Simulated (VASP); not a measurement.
## W2C3: relaxation of cell and atoms with PBE

W2C3:

```
W C
1.0
     2.77825    0.00000    0.00000
    -1.38913    2.40604    0.00000
     0.00000    0.00000   14.25717
W C
4 6
Direct
  0.33333 0.66667 0.14836
  0.66667 0.33333 0.64836
  0.33333 0.66667 0.35164
  0.66667 0.33333 0.85164
  0.00000 0.00000 0.25000
  0.00000 0.00000 0.75000
  0.33333 0.66667 0.98563
  0.66667 0.33333 0.48563
  0.33333 0.66667 0.51437
  0.66667 0.33333 0.01437
```

The cell was built by a generator and needn't be a form met in nature.

```json
{
 "Program": "VASP 6.6.1",
 "Task": "relaxation of cell and atoms",
 "Functional": "PBE",
 "Potentials or basis": "VASP PAW PBE potentials, release 64 (W_sv, C)",
 "Cutoff": "520 eV",
 "k mesh": "12 × 12 × 2",
 "Occupations": "gaussian, width 0.1 eV",
 "Spin": "no spin polarisation",
 "Further INCAR settings": "ALGO = Normal; EDIFF = 1e-07; IBRION = 2; POTIM = 0.3; EDIFFG = -0.005; NSW = 60; ISIF = 3"
}
```

| Property | Result |
| --- | --- |
| Pressure after relaxing | 0.0 GPa |
| Largest force after relaxing | 0.004 eV/Å |
| Band gap on the k mesh | none (metal or under the smearing width) |

Forces on the atoms (eV/Å):
```
W    0.000  0.000  0.004
W    0.000  0.000  0.004
W    0.000  0.000 -0.004
W    0.000  0.000 -0.004
C    0.000  0.000  0.000
C    0.000  0.000  0.000
C    0.000  0.000  0.004
C    0.000  0.000  0.004
C    0.000  0.000 -0.004
C    0.000  0.000 -0.004
```

Final structure:
```cif
data_structure
_symmetry_space_group_name_H-M 'P 1'
_symmetry_Int_Tables_number 1
_cell_length_a 2.7783
_cell_length_b 2.7783
_cell_length_c 14.2572
_cell_angle_alpha 90.000
_cell_angle_beta 90.000
_cell_angle_gamma 120.000
_cell_volume 95.30
loop_
_atom_site_label
_atom_site_type_symbol
_atom_site_fract_x
_atom_site_fract_y
_atom_site_fract_z
_atom_site_occupancy
W1 W 0.33333 0.66667 0.14836 1
W2 W 0.66667 0.33333 0.64836 1
W3 W 0.33333 0.66667 0.35164 1
W4 W 0.66667 0.33333 0.85164 1
C1 C 0.00000 0.00000 0.25000 1
C2 C 0.00000 0.00000 0.75000 1
C3 C 0.33333 0.66667 0.98563 1
C4 C 0.66667 0.33333 0.48563 1
C5 C 0.33333 0.66667 0.51437 1
C6 C 0.66667 0.33333 0.01437 1
```

Levels at points of the mesh, in eV from the Fermi level:
| k point | band 36 | band 37 | band 38 | band 39 | band 40 | band 41 | band 42 | band 43 | band 44 | band 45 |
| --- | --- | --- | --- | --- | --- | --- | --- | --- | --- | --- |
| (0.00, 0.00, 0.00) | -1.52 | -1.20 | -1.20 | -0.67 | -0.62 | 0.02 | 0.02 | 0.28 | 0.28 | 0.61 |
| (0.50, 0.00, 0.00) | -3.43 | -3.30 | -2.74 | 0.64 | 0.99 | 1.21 | 1.74 | 2.11 | 2.39 | 3.09 |
| (0.00, 0.00, 0.50) | -1.35 | -1.35 | -1.35 | -0.67 | -0.67 | 0.14 | 0.14 | 0.14 | 0.14 | 1.14 |
| (0.50, 0.00, 0.50) | -3.47 | -3.01 | -3.01 | 1.12 | 1.12 | 1.29 | 1.29 | 1.92 | 1.92 | 3.28 |

Run time: 70 s on 4 MPI ranks on Intel(R) Xeon(R) Platinum 8375C CPU @ 2.90GHz (Ice Lake), on a shared host, peak memory 0.31 GiB a rank.

Caveat: the relaxation stopped at its first step, so nothing moved. Spin-orbit coupling is left out, which matters for the levels of W.
